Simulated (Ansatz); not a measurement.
Crystal: Ag.

```
Ag
1.0
     0.00000    2.04275    2.04275
     2.04275    0.00000    2.04275
     2.04275    2.04275    0.00000
Ag
1
Direct
  0.00000 0.00000 0.00000
```

| Item | Value |
| --- | --- |
| Program | Ansatz 0.2.0 |
| Task | phonons |
| Functional | PBE |
| Potentials or basis | all-electron LAPW, scalar-relativistic |
| Cutoff | 258 eV (chosen from the basis error) |
| Basis error allowed | 0.001 eV/atom |
| k mesh | 8 × 8 × 8 |
| Occupations | fermi-dirac, width 0.05 eV |
| Spin | no spin polarisation |
| Phonon path | ["G", "X", "W", "K", "G", "L"] |

Task: Is this structure dynamically stable at this level, and how far does the spectrum reach?

Result: Yes, as far as this q mesh shows: no mode on the path is imaginary. The highest frequency is 181 cm⁻¹.

A q mesh this small can miss soft modes between its points.

Caveat: the k mesh is thin for a metal, which can move the energy by tens of meV per atom; a metal's response needs a denser mesh.
